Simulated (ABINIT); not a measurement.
**PbS (Galena) in ABINIT: the effect of target pressure**

PbS (Galena):

```
CELL_PARAMETERS angstrom
0.00000 2.96575 2.96575
2.96575 0.00000 2.96575
2.96575 2.96575 0.00000
ATOMIC_POSITIONS crystal
Pb 0.00000 0.00000 0.00000
S 0.50000 0.50000 0.50000
```

Alike in all runs:

```yaml
Program: ABINIT 10.8.3 (patched build)
Task: relaxation of cell and atoms
Functional: PBE
Potentials_or_basis: JTH PAW PBE v2.0
Cutoff: 599 eV
k_mesh: 8 × 8 × 8
Occupations: fermi-dirac, width 0.05 eV
Spin: no spin polarisation
```

Each run relaxes the cell or the atoms first.

One run gave: relaxed volume 25.06 Å³/atom; gap on the mesh 0.20 eV. Which target pressure did it use?
A. 0 GPa
B. 10 GPa
C. 20 GPa
D. 30 GPa
E. 5 GPa

E.

| target pressure | relaxed volume (Å³/atom) | gap on the mesh (eV) |
| --- | --- | --- |
| 0 GPa | 27.15 | 0.50 |
| 5 GPa | 25.06 | 0.20 |
| 10 GPa | 23.56 | 0.08 |
| 20 GPa | 21.49 | 0.58 |
| 30 GPa | 20.06 | 0.90 |

Caveats: spin-orbit coupling is left out, which as a rule narrows the gap of such compounds by several tenths of an eV; the volume moved by over 15 % at a fixed basis, so the end points are rough (some runs).

A k mesh can miss the band edges.
